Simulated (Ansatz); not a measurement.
## C (Im-3m), random displacements

Level of theory: DFT r2SCAN, scalar-relativistic, plane waves, PAW in Ansatz 0.2.0. Cutoff 500 eV, Γ-centred 8×8×8 k-points, Gaussian smearing of 0.05 eV. No spin polarisation. Energies are free energies at this smearing, counted from the undisturbed cell; pressure is positive in compression.

Reference structure (relaxed at this level; this bcc form isn't the usual structure):

```yaml
crystal:
  lattice:
    - [-2.42911, 2.42911, 2.42911]
    - [2.42911, -2.42911, 2.42911]
    - [2.42911, 2.42911, -2.42911]
  atoms:
    - { symbol: C, position: [0.32546, 0.00000, 0.00000] }
    - { symbol: C, position: [0.67454, 0.67454, 0.67454] }
    - { symbol: C, position: [0.00000, 0.32546, 0.00000] }
    - { symbol: C, position: [0.00000, 0.00000, 0.32546] }
    - { symbol: C, position: [0.00000, 0.67454, 0.00000] }
    - { symbol: C, position: [0.32546, 0.32546, 0.32546] }
    - { symbol: C, position: [0.67454, 0.00000, 0.00000] }
    - { symbol: C, position: [0.00000, 0.00000, 0.67454] }
```

The atoms are displaced (Å, in the unstrained cell):

| atom | ux | uy | uz |
| --- | --- | --- | --- |
| C1 | 0.626 | -0.485 | -0.438 |
| C2 | -0.199 | -0.314 | -0.085 |
| C3 | 0.552 | -0.316 | 0.214 |
| C4 | -0.540 | 0.023 | -0.221 |
| C5 | -0.207 | 0.254 | 0.731 |
| C6 | 0.277 | -0.043 | -0.227 |
| C7 | -0.327 | 0.393 | -0.104 |
| C8 | -0.182 | 0.488 | 0.130 |

Strain (Voigt, engineering shear): (0.0187, 0.0041, -0.0698, -0.0534, -0.0199, -0.0275).

(1) What are the energy change, the stress and the forces?

## Answers

(1) ΔE = 3350.4 meV/atom; stress (xx, yy, zz, yz, xz, xy; compression positive) (126.42, 143.67, 124.56, 1.86, 15.71, 19.71) GPa.
```
atom Fx (eV/Å) Fy Fz
  C1      18.87    1.92   3.13
  C2      10.92    8.96  15.33
  C3       2.31   -0.72  -3.20
  C4      -0.05   11.77  -9.06
  C5     -13.70    9.91   1.72
  C6      -2.24   -8.10  -9.09
  C7       0.83  -11.51  -3.65
  C8     -16.94  -12.24   4.82
```

Cost: 1 run of about 1.2 core-minutes, on Arm Neoverse V2 (shared hosts).